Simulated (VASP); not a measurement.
# SrTe (Fm-3m) in VASP: further runs

Aim: see how the results for SrTe move with the level of theory and the settings. Levels: PBEsol, HSE06. Tasks: band structure.

All numbers are computed with VASP 6.6.1; they aren't measurements. Logs are shortened: lines on timing, memory, paths and dates and some standing lists are left out, and cuts for length are marked.

### Step 1. Starting point

Symmetry: Fm-3m, No. 225, cubic system. The conventional cell has a = 6.615 Å, b = 6.615 Å, c = 6.615 Å, α = 90.00°, β = 90.00°, γ = 90.00°. Te (site symmetry m-3m) is surrounded by 6 Sr at 3.31 Å. Sr (site symmetry m-3m) is surrounded by 6 Te at 3.31 Å.

The cell was built by a generator and needn't be a form met in nature.

### Step 2. Band structure, PBEsol

INCAR

```
SYSTEM = SrTe
  PREC = Accurate
  ENCUT = 520
  EDIFF = 1E-6
  ISMEAR = 0
  SIGMA = 0.03
  LREAL = .FALSE.
  LASPH = .TRUE.
  NELM = 80
  ALGO = Fast
  ISIF = 2
  LWAVE = .FALSE.
  LCHARG = .FALSE.
  GGA = PS
  NBANDS = 15
```

KPOINTS

```
regular mesh
0
G
  4 4 4
  0 0 0
```

POSCAR

```
SrTe                                    
1.0
    0.0000000000      3.3076002723      3.3076002723
    3.3076002723      0.0000000000      3.3076002723
    3.3076002723      3.3076002723      0.0000000000
  Te              Sr            
     1     1
Direct
     0.5000000000000000    0.5000000000000000    0.5000000000000000
     0.0000000000000000    0.0000000000000000    0.0000000000000000
```

KPOINTS_OPT

```
explicit points
9
Reciprocal
 0.0000000000  0.0000000000  0.0000000000 1
 0.3750000000  0.3750000000  0.7500000000 1
 0.5000000000  0.5000000000  0.5000000000 1
 0.6250000000  0.2500000000  0.6250000000 1
 0.5000000000  0.2500000000  0.7500000000 1
 0.5000000000  0.0000000000  0.5000000000 1
 0.4000000000  0.0000000000  0.4000000000 1
 0.4250000000  0.0000000000  0.4250000000 1
 0.4500000000  0.0000000000  0.4500000000 1
```

Potentials or basis: VASP PAW PBE potentials, release 64 (Te, Sr_sv).

The run is started by

```console
$ cat potpaw_PBE.64/Te/POTCAR potpaw_PBE.64/Sr_sv/POTCAR > POTCAR
$ mpirun -np 1 vasp_std > vasp.out
```

OUTCAR:

```text
SYSTEM = SrTe
   PREC = Accurate
   ENCUT = 520
   EDIFF = 1E-6
   ISMEAR = 0
   LREAL = .FALSE.
   LASPH = .TRUE.
   NELM = 80
   ISIF = 2
   GGA = PS

 ion  position               nearest neighbor table
   1  0.500  0.500  0.500-   2 3.31   2 3.31   2 3.31   2 3.31   2 3.31   2 3.31
   2  0.000  0.000  0.000-   1 3.31   1 3.31   1 3.31   1 3.31   1 3.31   1 3.31

  LATTYP: Found a face centered cubic cell.
 ALAT       =     6.6152005446

  Lattice vectors:

 A1 = (   0.0000000000,   3.3076002723,   3.3076002723)
 A2 = (   3.3076002723,   0.0000000000,   3.3076002723)
 A3 = (   3.3076002723,   3.3076002723,   0.0000000000)

Analysis of symmetry for initial positions (statically):
=====================================================================
 Subroutine PRICEL returns:
 Original cell was already a primitive cell.

 Routine SETGRP: Setting up the symmetry group for a
 face centered cubic supercell.

 Subroutine GETGRP returns: Found 48 space group operations
 (whereof 48 operations were pure point group operations)
 out of a pool of 48 trial point group operations.

The static configuration has the point symmetry O_h .

Analysis of symmetry for dynamics (positions and initial velocities):
=====================================================================
 Subroutine PRICEL returns:
 Original cell was already a primitive cell.

 Routine SETGRP: Setting up the symmetry group for a
 face centered cubic supercell.

 Subroutine GETGRP returns: Found 48 space group operations
 (whereof 48 operations were pure point group operations)
 out of a pool of 48 trial point group operations.

The dynamic configuration has the point symmetry O_h .

 Subroutine INISYM returns: Found 48 space group operations
 (whereof 48 operations are pure point group operations),
 and found     1 'primitive' translations

----------------------------------------------------------------------------------------

                                     Primitive cell

  volume of cell :      72.3717

  direct lattice vectors                    reciprocal lattice vectors
     0.000000000  3.307600272  3.307600272    -0.151166997  0.151166997  0.151166997
     3.307600272  0.000000000  3.307600272     0.151166997 -0.151166997  0.151166997
     3.307600272  3.307600272  0.000000000     0.151166997  0.151166997 -0.151166997

  length of vectors
     4.677653164  4.677653164  4.677653164     0.261828919  0.261828919  0.261828919

  position of ions in fractional coordinates (direct lattice)
     0.500000000  0.500000000  0.500000000
     0.000000000  0.000000000  0.000000000

  ion indices of the primitive-cell ions
   primitive index   ion index
                 1           1
                 2           2

----------------------------------------------------------------------------------------

 KPOINTS: regular mesh

Automatic generation of k-mesh.
 Grid dimensions read from file:
 generate k-points for:    4    4    4

 Generating k-lattice:

  Cartesian coordinates                     Fractional coordinates (reciprocal lattice)
    -0.037791749  0.037791749  0.037791749     0.250000000  0.000000000  0.000000000
     0.037791749 -0.037791749  0.037791749     0.000000000  0.250000000  0.000000000
     0.037791749  0.037791749 -0.037791749     0.000000000  0.000000000  0.250000000

  Length of vectors
     0.065457230  0.065457230  0.065457230

  Shift w.r.t. Gamma in fractional coordinates (k-lattice)
     0.000000000  0.000000000  0.000000000

 Subroutine IBZKPT returns following result:
 ===========================================

 Found      8 irreducible k-points:

 Following reciprocal coordinates:
            Coordinates               Weight
  0.000000  0.000000  0.000000      1.000000
  0.250000  0.000000  0.000000      8.000000
  0.500000  0.000000  0.000000      4.000000
  0.250000  0.250000  0.000000      6.000000
  0.500000  0.250000  0.000000     24.000000
 -0.250000  0.250000  0.000000     12.000000
  0.500000  0.500000  0.000000      3.000000
 -0.250000  0.500000  0.250000      6.000000
   k-points           NKPTS =      8   k-points in BZ     NKDIM =      8   number of bands    NBANDS=     15
   number of dos      NEDOS =    301   number of ions     NIONS =      2
   total plane-waves  NPLWV =  46656
   dimension x,y,z NGX =    36 NGY =   36 NGZ =   36
   dimension x,y,z NGXF=    72 NGYF=   72 NGZF=   72
   ions per type =               1   1
   NGX,Y,Z   is equivalent  to a cutoff of  12.79, 12.79, 12.79 a.u.
   NGXF,Y,Z  is equivalent  to a cutoff of  25.59, 25.59, 25.59 a.u.
 SYSTEM =  SrTe
   PREC   = accura    normal or accurate (medium, high low for compatibility)
   ISTART =      0    job   : 0-new  1-cont  2-samecut
   ICHARG =      2    charge: 1-file 2-atom 10-const
   ISPIN  =      1    spin polarized calculation?
   LNONCOLLINEAR =      F non collinear calculations
   LSORBIT =      F    spin-orbit coupling
   LASPH  =      T    aspherical Exc in radial PAW
   ENCUT  =  520.0 eV  38.22 Ry    6.18 a.u.   8.70  8.70  8.70*2*pi/ulx,y,z
   NELM   =     80;   NELMIN=  2; NELMDL= -5     # of ELM steps
   EDIFF  = 0.1E-05   stopping-criterion for ELM
   LREAL  =      F    real-space projection
   EDIFFG = 0.1E-04   stopping-criterion for IOM
   NSW    =      0    number of steps for IOM
   IBRION =     -1    ionic relax: 0-MD 1-quasi-New 2-CG
   NFREE  =      0    steps in history (QN), initial steepest desc. (CG)
   ISIF   =      2    stress and relaxation
   ISYM   =      2    0-nonsym 1-usesym 2-fastsym
   POTIM  = 0.5000    time-step for ionic-motion
   TEBEG  =    0.0;   TEEND  =   0.0 temperature during run
   PSTRESS=    0.0 pullay stress
   NELECT =      16.0000    total number of electrons
   NUPDOWN=      -1.0000    fix difference up-down
   EMIN   =  10.00;   EMAX   =-10.00  energy-range for DOS
   EFERMI =   0.00;   METHOD = LEGACY
   ISMEAR =     0;   SIGMA  =   0.03  broadening in eV -4-tet -1-fermi 0-gaus
   EFERMI_NEDOS =   21; number of points for ismear=-14 and -15
   IALGO  =     68    algorithm
   IMIX   =      4    mixing-type and parameters
     AMIX     =   0.40;   BMIX     =  1.00
     AMIX_MAG =   1.60;   BMIX_MAG =  1.00
  volume/ion in A,a.u.               =      36.19       244.19
  Fermi-wavevector in a.u.,A,eV,Ry     =   0.989901  1.870642 13.332406  0.979904
  Thomas-Fermi vector in A             =   2.121533
   LORBIT       =      0    0 simple, 1 ext, 2 COOP (PROOUT), +10 PAW based schemes
   GGA     = PS    functional components
   LHFCALC =     F    Hartree Fock is set to
   AEXX    =    0.0000 exact exchange contribution
   IVDW    =     0    specifies the selected vdW correction
   LEPSILON=     F    determine dielectric tensor
   LRPA    =     F    only Hartree local field effects (RPA)
 non-spin polarized calculation
 RMM-DIIS sequential band-by-band and
 Gauss-broadening in eV      SIGMA  =   0.03
  energy-cutoff  :      520.00
  volume of cell :       72.37
 maximum number of plane-waves:      1964
 NGX is ok and might be reduce to    36
   NGX = 17   NGY = 17   NGZ = 17

 number of electron      16.0000000 magnetization

 Free energy of the ion-electron system (eV)
  ---------------------------------------------------
  ext. energy  EPLUGINS =         0.00000000
  ---------------------------------------------------
  free energy    TOTEN  =        -8.81719451 eV

  energy without entropy =       -8.81719451  energy(sigma->0) =       -8.81719451

 E-fermi :   3.1040     XC(G=0):  -8.7555

 val. band max:        2.8978642034   @ k =   0.0000   0.0000   0.0000
 cond. band min:       4.4394388957   @ k =   0.5000   0.5000   0.0000
 fundamental gap:      1.5415746924
 Fermi energy:         3.1039556793

 k-point     1 :       0.0000    0.0000    0.0000
  band No.  band energies     occupation
      1     -31.6453      2.00000
      2     -13.6626      2.00000
      3     -13.6626      2.00000
      4     -13.6626      2.00000
      5      -7.1835      2.00000
      6       2.8979      2.00000
      7       2.8979      2.00000
      8       2.8979      2.00000
      9       5.6859      0.00000
     10       6.0752      0.00000
     11       6.0752      0.00000
     12       6.0752      0.00000
     13       6.7753      0.00000
     14       6.7753      0.00000
     15      10.2442      0.00000

 k-point     2 :       0.2500    0.0000    0.0000
  band No.  band energies     occupation
      1     -31.6428      2.00000
      2     -13.7372      2.00000
      3     -13.6657      2.00000
      4     -13.6657      2.00000
      5      -6.8577      2.00000
      6       1.0739      2.00000
      7       2.2040      2.00000
      8       2.2040      2.00000
      9       6.0223      0.00000
     10       6.8367      0.00000
     11       6.8367      0.00000
     12       8.0567      0.00000
     13       8.2822      0.00000
     14       8.2822      0.00000
     15      11.2350      0.00000

 k-point     3 :       0.5000    0.0000    0.0000
  band No.  band energies     occupation
      1     -31.6403      2.00000
      2     -13.8085      2.00000
      3     -13.6689      2.00000
      4     -13.6689      2.00000
      5      -6.4924      2.00000
      6      -0.0675      2.00000
      7       1.7272      2.00000
      8       1.7272      2.00000
      9       6.6693      0.00000
     10       8.0288      0.00000
     11       8.2196      0.00000
     12       8.2196      0.00000
     13       9.5617      0.00000
     14       9.5617      0.00000
     15      10.8811      0.00000
[... 55 lines left out ...]
 k-point     7 :       0.5000    0.5000    0.0000
  band No.  band energies     occupation
      1     -31.6385      2.00000
      2     -13.7599      2.00000
      3     -13.7018      2.00000
      4     -13.7018      2.00000
      5      -6.7083      2.00000
      6       0.8405      2.00000
      7       2.1296      2.00000
      8       2.1296      2.00000
      9       4.4394      0.00000
     10       6.7535      0.00000
     11       7.7176      0.00000
     12       9.0653      0.00000
     13       9.0719      0.00000
     14       9.0719      0.00000
     15      11.5081      0.00000

 k-point     8 :      -0.2500    0.5000    0.2500
  band No.  band energies     occupation
      1     -31.6385      2.00000
      2     -13.7307      2.00000
      3     -13.7307      2.00000
      4     -13.7117      2.00000
      5      -6.5953      2.00000
      6       1.2505      2.00000
      7       1.2505      2.00000
      8       1.3051      2.00000
      9       6.7512      0.00000
     10       6.7512      0.00000
     11       7.3468      0.00000
     12       8.6560      0.00000
     13       9.0833      0.00000
     14      10.5483      0.00000
     15      11.2981      0.00000

------------------------ aborting loop because EDIFF is reached ----------------------------------------

  FORCE on cell =-STRESS in cart. coord.  units (eV):
  Direction    XX          YY          ZZ          XY          YZ          ZX
  --------------------------------------------------------------------------------------
  -------------------------------------------------------------------------------------
  Total        0.0471687      0.0471687      0.0471687     -0.0000000     -0.0000000      0.0000000
  in kB        1.0442286      1.0442286      1.0442286     -0.0000000     -0.0000000      0.0000000
  external PRESSURE =       1.0442286 kB  Pullay stress =       0.0000000 kB

 VOLUME and BASIS-vectors are now :
 -----------------------------------------------------------------------------
  energy-cutoff  :      520.00
  volume of cell :       72.37
      direct lattice vectors                 reciprocal lattice vectors
     0.000000000  3.307600272  3.307600272    -0.151166997  0.151166997  0.151166997
     3.307600272  0.000000000  3.307600272     0.151166997 -0.151166997  0.151166997
     3.307600272  3.307600272  0.000000000     0.151166997  0.151166997 -0.151166997

 POSITION                                       TOTAL-FORCE (eV/Angst)
 -----------------------------------------------------------------------------------
      3.30760      3.30760      3.30760        -0.000000      0.000000      0.000000
      0.00000      0.00000      0.00000         0.000000     -0.000000     -0.000000
 -----------------------------------------------------------------------------------
    total drift:                                0.000000      0.000000      0.000000

  FREE ENERGIE OF THE ION-ELECTRON SYSTEM (eV)
  ---------------------------------------------------
  free  energy   TOTEN  =        -8.8171945060 eV

  energy  without entropy=       -8.8171945060  energy(sigma->0) =       -8.81719451
```

It took 8.7 s on 1 thread of Intel Xeon 6975P-C (Granite Rapids), shared host; peak memory 0.21 GiB.

What came out:

| Property | Result |
| --- | --- |
| Free energy | -8.8172 eV |
| Pressure | 0.1 GPa |
| Band gap on the k mesh | 1.54 eV, indirect (least direct gap 2.31 eV) |
| Band gap along the path | 1.54 eV, indirect (least direct gap 2.31 eV) |

Caveat: the PAW data sets were made with another functional, which shifts forces and pressure a little; spin-orbit coupling is left out, which moves the levels of the heavy elements.

(Part 1 of 2 ends here.)
